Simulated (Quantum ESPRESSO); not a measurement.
MoP under changes of volume

One of the cells (14.353 Å³/atom); the others are scaled copies at fixed shape and fractional positions:

```
Mo P
1.0
     3.22300    0.00000    0.00000
    -1.61150    2.79120    0.00000
     0.00000    0.00000    3.19100
Mo P
1 1
Cartesian
  0.0000 0.0000 0.0000
  0.0000 1.8608 1.5955
```

| Property | Result |
| --- | --- |
| Program | Quantum ESPRESSO 7.5 |
| Functional | PBE |
| Potentials or basis | SSSP 1.3 efficiency PBE |
| Cutoff | 816 eV |
| Density cutoff | 5987 eV |
| k mesh | 10 × 10 × 8 |
| Occupations | fermi-dirac, width 0.05 eV |
| Spin | no spin polarisation |

```tsv
volume (Å³/atom)	energy over the lowest point (meV/atom)	pressure (GPa)
13.492	?	?
13.779	27.25	12.9
14.066	9.12	7.4
14.353	0.35	2.4
14.640	0.00	-2.0
14.927	7.20	-6.0
15.214	21.19	-9.6
```

**Question.** What does the run at 13.492 Å³/atom give?

**Answer.** Energy over the lowest point 55.82 meV/atom; pressure 19.0 GPa.

Worked out: A Birch-Murnaghan fit of order 3 (a polynomial in V^(-2/3)) to the other rows has its minimum at 14.51 Å³/atom with B0 = V·E''(V) = 224 GPa and B' = 4.4 at fixed shape and positions, which overstates the stiffness. It gives 55.82 meV/atom at 13.492 Å³/atom, against the run's 55.82, and -dE/dV = 19.1 GPa, against 19.0.

Energies are extrapolated to zero smearing.
